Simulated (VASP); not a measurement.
# InP (F-43m) in VASP: notebook

One crystal, InP, is run at these levels: PBE; tasks: relaxation of cell and atoms.

Everything below comes from runs of VASP 6.6.1. Logs are shortened: lines on timing, memory, paths and dates and some standing lists are left out, and cuts for length are marked.

**1. The structure**

Symmetry: F-43m, No. 216, cubic system. Conventional cell: a = 5.861 Å, b = 5.861 Å, c = 5.861 Å, α = 90.00°, β = 90.00°, γ = 90.00°. In (site symmetry -43m) is surrounded by 4 P at 2.54 Å. Around P (site symmetry -43m) lie 4 In at 2.54 Å.

**2. Relaxation of cell and atoms, PBE**

Contents of INCAR:

```
SYSTEM = InP
PREC     = Accurate       ! precision mode
ENCUT    = 520            ! plane-wave cutoff, eV
EDIFF    = 1E-7           ! SCF threshold, eV
ISMEAR   = 0              ! smearing method
SIGMA    = 0.02           ! smearing width, eV
LREAL    = .FALSE.        ! projectors in reciprocal space
LASPH    = .TRUE.         ! aspherical terms in the spheres
NELM     = 80             ! most SCF steps
ALGO     = Normal         ! electronic algorithm
ISIF     = 3              ! what is computed and relaxed
LWAVE    = .FALSE.        ! write WAVECAR
LCHARG   = .FALSE.        ! write CHGCAR
GGA      = PE             ! functional
IBRION   = 2              ! ionic algorithm
NSW      = 80             ! ionic steps
EDIFFG   = -0.002         ! ionic threshold
AMIX     = 0.2
```

Contents of KPOINTS:

```
Automatic mesh
0
G
  10 10 10
  0 0 0
```

Contents of POSCAR:

```
InP
1.0
    0.0000000000      2.9305000000      2.9305000000
    2.9305000000      0.0000000000      2.9305000000
    2.9305000000      2.9305000000      0.0000000000
In P
1 1
Direct
    0.0000000000      0.0000000000      0.0000000000
    0.2500000000      0.2500000000      0.2500000000
```

Potentials or basis: VASP PAW PBE potentials, release 64 (In_d, P).

Started as:

```bash
$ cat potpaw_PBE.64/In_d/POTCAR potpaw_PBE.64/P/POTCAR > POTCAR
$ mpirun -np 1 vasp_std > vasp.out
```

OUTCAR:

```text
SYSTEM = InP
   PREC = Accurate
   ENCUT = 520
   EDIFF = 1E-7
   ISMEAR = 0
   LREAL = .FALSE.
   LASPH = .TRUE.
   NELM = 80
   ISIF = 3
   GGA = PE
   IBRION = 2
   NSW = 80
   EDIFFG = -0.002
   AMIX = 0.2

 ion  position               nearest neighbor table
   1  0.000  0.000  0.000-   2 2.54   2 2.54   2 2.54   2 2.54
   2  0.250  0.250  0.250-   1 2.54   1 2.54   1 2.54   1 2.54

  LATTYP: Found a face centered cubic cell.
 ALAT       =     5.8610000000

  Lattice vectors:

 A1 = (   0.0000000000,   2.9305000000,   2.9305000000)
 A2 = (   2.9305000000,   0.0000000000,   2.9305000000)
 A3 = (   2.9305000000,   2.9305000000,   0.0000000000)

Analysis of symmetry for initial positions (statically):
=====================================================================
 Subroutine PRICEL returns:
 Original cell was already a primitive cell.

 Routine SETGRP: Setting up the symmetry group for a
 face centered cubic supercell.

 Subroutine GETGRP returns: Found 24 space group operations
 (whereof 24 operations were pure point group operations)
 out of a pool of 48 trial point group operations.

The static configuration has the point symmetry T_d .

Analysis of symmetry for dynamics (positions and initial velocities):
=====================================================================
 Subroutine PRICEL returns:
 Original cell was already a primitive cell.

 Routine SETGRP: Setting up the symmetry group for a
 face centered cubic supercell.

 Subroutine GETGRP returns: Found 24 space group operations
 (whereof 24 operations were pure point group operations)
 out of a pool of 48 trial point group operations.

The dynamic configuration has the point symmetry T_d .

 Subroutine INISYM returns: Found 24 space group operations
 (whereof 24 operations are pure point group operations),
 and found     1 'primitive' translations

----------------------------------------------------------------------------------------

                                     Primitive cell

  volume of cell :      50.3333

  direct lattice vectors                    reciprocal lattice vectors
     0.000000000  2.930500000  2.930500000    -0.170619348  0.170619348  0.170619348
     2.930500000  0.000000000  2.930500000     0.170619348 -0.170619348  0.170619348
     2.930500000  2.930500000  0.000000000     0.170619348  0.170619348 -0.170619348

  length of vectors
     4.144352845  4.144352845  4.144352845     0.295521380  0.295521380  0.295521380

  position of ions in fractional coordinates (direct lattice)
     0.000000000  0.000000000  0.000000000
     0.250000000  0.250000000  0.250000000

  ion indices of the primitive-cell ions
   primitive index   ion index
                 1           1
                 2           2

----------------------------------------------------------------------------------------

 KPOINTS: Automatic mesh

Automatic generation of k-mesh.
 Grid dimensions read from file:
 generate k-points for:   10   10   10

 Generating k-lattice:

  Cartesian coordinates                     Fractional coordinates (reciprocal lattice)
    -0.017061935  0.017061935  0.017061935     0.100000000  0.000000000  0.000000000
     0.017061935 -0.017061935  0.017061935     0.000000000  0.100000000  0.000000000
     0.017061935  0.017061935 -0.017061935     0.000000000  0.000000000  0.100000000

  Length of vectors
     0.029552138  0.029552138  0.029552138

  Shift w.r.t. Gamma in fractional coordinates (k-lattice)
     0.000000000  0.000000000  0.000000000

 Subroutine IBZKPT returns following result:
 ===========================================

 Found     47 irreducible k-points:

 Following reciprocal coordinates:
            Coordinates               Weight
  0.000000  0.000000  0.000000      1.000000
  0.100000  0.000000  0.000000      8.000000
  0.200000  0.000000  0.000000      8.000000
  0.300000  0.000000  0.000000      8.000000
  0.400000  0.000000  0.000000      8.000000
  0.500000  0.000000  0.000000      4.000000
[... 16 lines left out ...]
  0.300000  0.300000  0.000000      6.000000
  0.400000  0.300000  0.000000     24.000000
 [... further k-points ...]
   k-points           NKPTS =     47   k-points in BZ     NKDIM =     47   number of bands    NBANDS=     13
   number of dos      NEDOS =    301   number of ions     NIONS =      2
   total plane-waves  NPLWV =  32768
   dimension x,y,z NGX =    32 NGY =   32 NGZ =   32
   dimension x,y,z NGXF=    64 NGYF=   64 NGZF=   64
   ions per type =               1   1
   NGX,Y,Z   is equivalent  to a cutoff of  12.84, 12.84, 12.84 a.u.
   NGXF,Y,Z  is equivalent  to a cutoff of  25.67, 25.67, 25.67 a.u.
 SYSTEM =  InP
   PREC   = accura    normal or accurate (medium, high low for compatibility)
   ISTART =      0    job   : 0-new  1-cont  2-samecut
   ICHARG =      2    charge: 1-file 2-atom 10-const
   ISPIN  =      1    spin polarized calculation?
   LNONCOLLINEAR =      F non collinear calculations
   LSORBIT =      F    spin-orbit coupling
   LASPH  =      T    aspherical Exc in radial PAW
   ENCUT  =  520.0 eV  38.22 Ry    6.18 a.u.   7.71  7.71  7.71*2*pi/ulx,y,z
   NELM   =     80;   NELMIN=  2; NELMDL= -5     # of ELM steps
   EDIFF  = 0.1E-06   stopping-criterion for ELM
   LREAL  =      F    real-space projection
   EDIFFG = -.2E-02   stopping-criterion for IOM
   NSW    =     80    number of steps for IOM
   IBRION =      2    ionic relax: 0-MD 1-quasi-New 2-CG
   NFREE  =      1    steps in history (QN), initial steepest desc. (CG)
   ISIF   =      3    stress and relaxation
   ISYM   =      2    0-nonsym 1-usesym 2-fastsym
   POTIM  = 0.5000    time-step for ionic-motion
   TEBEG  =    0.0;   TEEND  =   0.0 temperature during run
   PSTRESS=    0.0 pullay stress
   NELECT =      18.0000    total number of electrons
   NUPDOWN=      -1.0000    fix difference up-down
   EMIN   =  10.00;   EMAX   =-10.00  energy-range for DOS
   EFERMI =   0.00;   METHOD = LEGACY
   ISMEAR =     0;   SIGMA  =   0.02  broadening in eV -4-tet -1-fermi 0-gaus
   EFERMI_NEDOS =   21; number of points for ismear=-14 and -15
   IALGO  =     38    algorithm
   IMIX   =      4    mixing-type and parameters
     AMIX     =   0.20;   BMIX     =  1.00
     AMIX_MAG =   0.80;   BMIX_MAG =  1.00
  volume/ion in A,a.u.               =      25.17       169.83
  Fermi-wavevector in a.u.,A,eV,Ry     =   1.162021  2.195901 18.371846  1.350293
  Thomas-Fermi vector in A             =   2.298587
   LORBIT       =      0    0 simple, 1 ext, 2 COOP (PROOUT), +10 PAW based schemes
   GGA     = PE    functional components
   LHFCALC =     F    Hartree Fock is set to
   AEXX    =    0.0000 exact exchange contribution
   IVDW    =     0    specifies the selected vdW correction
   LEPSILON=     F    determine dielectric tensor
   LRPA    =     F    only Hartree local field effects (RPA)
 conjugate gradient relaxation of ions
 non-spin polarized calculation
 Gauss-broadening in eV      SIGMA  =   0.02
  energy-cutoff  :      520.00
  volume of cell :       50.33
 maximum number of plane-waves:      1380
   NGX = 15   NGY = 15   NGZ = 15

--------------------------------------- Ionic step        1  -------------------------------------------

 number of electron      18.0000005 magnetization

 Free energy of the ion-electron system (eV)
  ---------------------------------------------------
  ext. energy  EPLUGINS =         0.00000000
  ---------------------------------------------------
  free energy    TOTEN  =        -8.38247493 eV

  energy without entropy =       -8.38247493  energy(sigma->0) =       -8.38247493

------------------------ aborting loop because EDIFF is reached ----------------------------------------

  FORCE on cell =-STRESS in cart. coord.  units (eV):
  Direction    XX          YY          ZZ          XY          YZ          ZX
  --------------------------------------------------------------------------------------
  -------------------------------------------------------------------------------------
  Total        1.0310955      1.0310955      1.0310955      0.0000000     -0.0000000      0.0000000
  in kB       32.8211868     32.8211868     32.8211868      0.0000000     -0.0000000      0.0000000
  external PRESSURE =      32.8211868 kB  Pullay stress =       0.0000000 kB

 VOLUME and BASIS-vectors are now :
 -----------------------------------------------------------------------------
  energy-cutoff  :      520.00
  volume of cell :       50.33
      direct lattice vectors                 reciprocal lattice vectors
     0.000000000  2.930500000  2.930500000    -0.170619348  0.170619348  0.170619348
     2.930500000  0.000000000  2.930500000     0.170619348 -0.170619348  0.170619348
     2.930500000  2.930500000  0.000000000     0.170619348  0.170619348 -0.170619348
[... 37 lines left out ...]
 POSITION                                       TOTAL-FORCE (eV/Angst)
 -----------------------------------------------------------------------------------
      3.00339      0.00000      3.00339        -0.000000     -0.000000     -0.000000
      1.50169      1.50169      1.50169         0.000000      0.000000      0.000000
 -----------------------------------------------------------------------------------
    total drift:                               -0.000000     -0.000000     -0.000000

  FREE ENERGIE OF THE ION-ELECTRON SYSTEM (eV)
  ---------------------------------------------------
  free  energy   TOTEN  =        -8.4015251548 eV

  energy  without entropy=       -8.4015251548  energy(sigma->0) =       -8.40152515

--------------------------------------- Ionic step        3  -------------------------------------------

 number of electron      18.0000005 magnetization

 Free energy of the ion-electron system (eV)
  ---------------------------------------------------
  ext. energy  EPLUGINS =         0.00000000
  ---------------------------------------------------
  free energy    TOTEN  =        -8.40729083 eV

  energy without entropy =       -8.40729083  energy(sigma->0) =       -8.40729083

 E-fermi :   4.7652     XC(G=0):  -9.0666

 val. band max:        4.6651755209   @ k =   0.0000   0.0000   0.0000
 cond. band min:       5.1090312415   @ k =   0.0000   0.0000   0.0000
 fundamental gap:      0.4438557206
 Fermi energy:         4.7651886062

 k-point     1 :       0.0000    0.0000    0.0000
  band No.  band energies     occupation
      1      -9.4307      2.00000
      2      -9.4307      2.00000
      3      -9.4307      2.00000
      4      -9.3017      2.00000
      5      -9.3017      2.00000
      6      -6.5268      2.00000
      7       4.6652      2.00000
      8       4.6652      2.00000
      9       4.6652      2.00000
     10       5.1090      0.00000
     11       8.7549      0.00000
     12       8.7549      0.00000
     13       8.7549      0.00000

 k-point     2 :       0.1000    0.0000    0.0000
  band No.  band energies     occupation
      1      -9.4406      2.00000
      2      -9.4265      2.00000
      3      -9.4265      2.00000
      4      -9.3017      2.00000
      5      -9.3017      2.00000
      6      -6.4207      2.00000
      7       3.4780      2.00000
      8       4.5514      2.00000
      9       4.5514      2.00000
     10       5.9631      0.00000
     11       8.7983      0.00000
[... 339 lines left out ...]
 k-point    24 :       0.4000    0.3000    0.0000
  band No.  band energies     occupation
      1      -9.5554      2.00000
      2      -9.3661      2.00000
      3      -9.3634      2.00000
      4      -9.3301      2.00000
      5      -9.2793      2.00000
      6      -4.9911      2.00000
      7       0.0516      2.00000
      8       2.6322      2.00000
      9       2.8804      2.00000
     10       6.9632      0.00000
     11       7.6505      0.00000
     12      11.3751      0.00000
     13      12.0118      0.00000

 [... further k-points ...]

------------------------ aborting loop because EDIFF is reached ----------------------------------------

  FORCE on cell =-STRESS in cart. coord.  units (eV):
  Direction    XX          YY          ZZ          XY          YZ          ZX
  --------------------------------------------------------------------------------------
  -------------------------------------------------------------------------------------
  Total        0.0001355      0.0001355      0.0001355      0.0000000      0.0000000      0.0000000
  in kB        0.0041051      0.0041051      0.0041051      0.0000000      0.0000000      0.0000000
  external PRESSURE =       0.0041051 kB  Pullay stress =       0.0000000 kB

 VOLUME and BASIS-vectors are now :
 -----------------------------------------------------------------------------
  energy-cutoff  :      520.00
  volume of cell :       52.87
      direct lattice vectors                 reciprocal lattice vectors
     0.000000000  2.978924897  2.978924897    -0.167845789  0.167845789  0.167845789
     2.978924897  0.000000000  2.978924897     0.167845789 -0.167845789  0.167845789
     2.978924897  2.978924897  0.000000000     0.167845789  0.167845789 -0.167845789

 POSITION                                       TOTAL-FORCE (eV/Angst)
 -----------------------------------------------------------------------------------
      0.00000      0.00000      0.00000        -0.000000      0.000000      0.000000
      1.48946      1.48946      1.48946         0.000000     -0.000000     -0.000000
 -----------------------------------------------------------------------------------
    total drift:                               -0.000000     -0.000000     -0.000000

  FREE ENERGIE OF THE ION-ELECTRON SYSTEM (eV)
  ---------------------------------------------------
  free  energy   TOTEN  =        -8.4072908317 eV

  energy  without entropy=       -8.4072908317  energy(sigma->0) =       -8.40729083

 reached required accuracy - stopping structural energy minimisation
```

It took 54 s on 1 thread of AMD EPYC 9R14 (Zen 4), shared host; peak memory 0.18 GiB.

Results:

```
Free energy                            : -8.4073 eV
Relaxed volume                         : 26.43 Å³/atom
Relaxed cell                           : a = 4.213 Å, b = 4.213 Å, c = 4.213 Å, α = 60.00°, β = 60.00°, γ = 60.00°
Space group after relaxing (to 0.05 Å) : F-43m (No. 216)
Energy gained by relaxing              : 12.4 meV/atom
Ionic steps                            : 3
Pressure after relaxing                : 0.0 GPa
Band gap on the k mesh                 : 0.44 eV, direct
```

Step by step:
```
step  energy change (eV)  largest force (eV/Å)  pressure (GPa)  volume (Å³)
   1              0.0000                0.0000            3.28        50.33
   2             -0.0191                0.0000           -1.38        54.18
   3             -0.0248                0.0000            0.00        52.87
```

Final structure:
```
In P
1.0
     0.00000    2.97892    2.97892
     2.97892    0.00000    2.97892
     2.97892    2.97892    0.00000
In P
1 1
Direct
  0.00000 0.00000 0.00000
  0.25000 0.25000 0.25000
```

Caveat: spin-orbit coupling is left out, which moves the levels of the heavy elements.

**3. Relaxation of cell and atoms, PBE**

This run uses another cell than the first one, of 26.43 Å³/atom, 1.050 times its volume.

INCAR is that of step 2.

KPOINTS is that of step 2.

Contents of POSCAR:

```
InP                                     
1.0
    0.0000000000      2.9789248967      2.9789248967
    2.9789248967      0.0000000000      2.9789248967
    2.9789248967      2.9789248967      0.0000000000
  In              P             
     1     1
Direct
     0.0000000000000000    0.0000000000000000    0.0000000000000000
     0.2500000000000000    0.2500000000000000    0.2500000000000000
```

Potentials or basis: VASP PAW PBE potentials, release 64 (In_d, P).

Started as:

```bash
$ cat potpaw_PBE.64/In_d/POTCAR potpaw_PBE.64/P/POTCAR > POTCAR
$ mpirun -np 1 vasp_std > vasp.out
```

Run time: 20 s. Hardware: 1 thread of AMD EPYC 9R14 (Zen 4), shared host; peak memory 0.16 GiB.

It converged, with:

| Item | Value |
| --- | --- |
| Free energy | -8.4080 eV |
| Pressure after relaxing | 0.0 GPa |
| Band gap on the k mesh | 0.44 eV, direct |

Final structure:
```
In P
1.0
     0.00000    2.97892    2.97892
     2.97892    0.00000    2.97892
     2.97892    2.97892    0.00000
In P
1 1
Direct
  0.00000 0.00000 0.00000
  0.25000 0.25000 0.25000
```

Levels at points of the mesh, in eV from the valence-band top:
```
           k point  band 7  band 8  band 9  band 10  band 11  band 12
(0.00, 0.00, 0.00)    0.00    0.00    0.00     0.44     4.09     4.09
(0.50, 0.00, 0.00)   -5.48   -0.90   -0.90     1.38     4.80     4.80
(0.50, 0.50, 0.00)   -5.54   -2.16   -2.16     1.85     2.26     8.91
```

Caveat: the relaxation stopped at its first step, so nothing moved; spin-orbit coupling is left out, which moves the levels of the heavy elements.
